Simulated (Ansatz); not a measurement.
Input of an Ansatz 0.2.0 run:

input.yaml

```yaml
crystal:
  lattice:
    - [0.0, 2.3810671667, 2.3810671667]
    - [2.3810671667, 0.0, 2.3810671667]
    - [2.3810671667, 2.3810671667, 0.0]
  atoms:
    - { symbol: Mg, position: [0.0, 0.0, 0.0] }
    - { symbol: H, position: [0.25, 0.25, 0.25] }
    - { symbol: H, position: [0.75, 0.75, 0.75] }
hamiltonian:
  xc: pbesol
  pseudopotentials: { kind: paw }
kpoints:
  mp_grid: { grid: [10, 10, 10] }
scf:
  occupations: { method: fermi_dirac, width: 0.05 }
output:
  forces: true
  stress: true
  eigenvalues: true
relax:
  f_tol: 0.01
  max_steps: 40
  cell: { stress_tol: 0.05, p_target: 5.0 }
```

Potentials or basis: Ansatz PAW.

Launch:

```bash
$ ansatz run input.yaml --threads 2 --pin off --max-ram 5632MiB --backend cpu --events-out ev --progress --plain --runs-dir out
```

Question: Estimate the band gap on the k mesh.

Answer: None (metal or under the smearing width).

Question: Predict the space group after relaxing (to 0.05 Å).

Answer: Fm-3m (No. 225).

Question: Predict the relaxed volume.

Answer: 8.19 Å³/atom.

Question: Estimate the relaxed cell.

Answer: a = 3.263 Å, b = 3.263 Å, c = 3.263 Å, α = 60.00°, β = 60.00°, γ = 60.00°.

The path:
```
step  energy change (eV)  largest force (eV/Å)  volume (Å³)
   1              0.0000                0.0000        27.00
   2              0.0593                0.0000        23.66
   3              0.0198                0.0000        24.68
   4              0.0226                0.0000        24.58
   5              0.0241                0.0000        24.58
   6              0.0248                0.0000        24.56
   7              0.0248                0.0000        24.56
```

Caveat: the plane-wave basis is chosen anew once the cell has moved, so the energies of steps on either side of that aren't comparable; the PAW data sets come from PBE, with cores solved anew for the run's functional, which leaves a small shift of forces and pressure.
